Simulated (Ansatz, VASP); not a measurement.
## One calculation of Cu, two programs

INCAR

```
PREC     = Accurate       # precision mode
ENCUT    = 520            # plane-wave cutoff, eV
EDIFF    = 1E-7           # SCF threshold, eV
ISMEAR   = -1             # smearing method
SIGMA    = 0.05           # smearing width, eV
LREAL    = F              # projectors in reciprocal space
LASPH    = T              # aspherical terms in the spheres
NELM     = 80             # most SCF steps
ALGO     = Normal         # electronic algorithm
ISIF     = 2              # what is computed and relaxed
LWAVE    = F              # write WAVECAR
LCHARG   = F              # write CHGCAR
GGA      = PS             # functional
NBANDS   = 18             # bands
```

File KPOINTS:

```
regular mesh
0
Gamma
  11 11 11
```

The input POSCAR:

```
Cu
1.0
    1.2184636900     -3.9763780104      0.0000000000
    1.2184636900      3.9763780104      0.0000000000
    0.0000000000      0.0000000000      2.4754955235
Cu
2
Direct
    0.8661333500      0.1338666500      0.7500000000
    0.1338666500      0.8661333500      0.2500000000
```

input.yaml

```yaml
crystal:
  lattice:
    - [1.21846369, -3.9763780104, 0.0]
    - [1.21846369, 3.9763780104, 0.0]
    - [0.0, 0.0, 2.4754955235]
  atoms:
    - { symbol: Cu, position: [0.86613335, 0.13386665, 0.75] }
    - { symbol: Cu, position: [0.13386665, 0.86613335, 0.25] }
kpoints:
  mp_grid: { grid: [11, 11, 11] }
  band_path:
    path:
      - [0.0, 0.0, 0.0]
      - [0.2734741495, 0.2734741495, 0.0]
      - [0.0, 0.5, 0.0]
      - [0.0, 0.5, 0.5]
      - [0.2734741495, 0.2734741495, 0.5]
      - [0.0, 0.0, 0.5]
      - [0.0, 0.0, 0.0]
      - [-0.5, 0.5, 0.0]
    npoints: 6
scf:
  occupations: { method: fermi_dirac, width: 0.05 }
hamiltonian:
  xc: pbesol
  pseudopotentials: { kind: all_electron, lapw: { basis_error: 0.001 } }
output:
  forces: true
  stress: true
  eigenvalues: true
```

Alike in both runs: functional PBEsol; k mesh 11 × 11 × 11; occupations fermi-dirac, width 0.05 eV; no spin polarisation.

|  | VASP | Ansatz |
| --- | --- | --- |
| version | VASP 6.6.1 | Ansatz 0.2.0 |
| potentials or method | VASP PAW PBE potentials, release 64 (Cu) | all-electron LAPW, scalar-relativistic |
| plane-wave cutoff (eV) | 520 | see its input |
| task | single point | band structure |

```csv
,VASP,Ansatz,Ansatz less VASP
gap on the k mesh at the Fermi level (eV),none,none,-
pressure (GPa),-0.8,-1.5,-0.70
largest component of the traceless stress (GPa),0.61,0.67,+0.063
rms of the force components (eV/Å),0.000,0.003,+0.0030
```

Atom by atom the forces differ by 0.003 eV/Å (rms over components). A gap of «none» marks a metal or a gap that the smearing closes. Ansatz ran all-electron here, so the differences hold the error of VASP's frozen core and of both bases.

Caveats: the PAW data sets were made with another functional, which shifts forces and pressure a little (VASP).
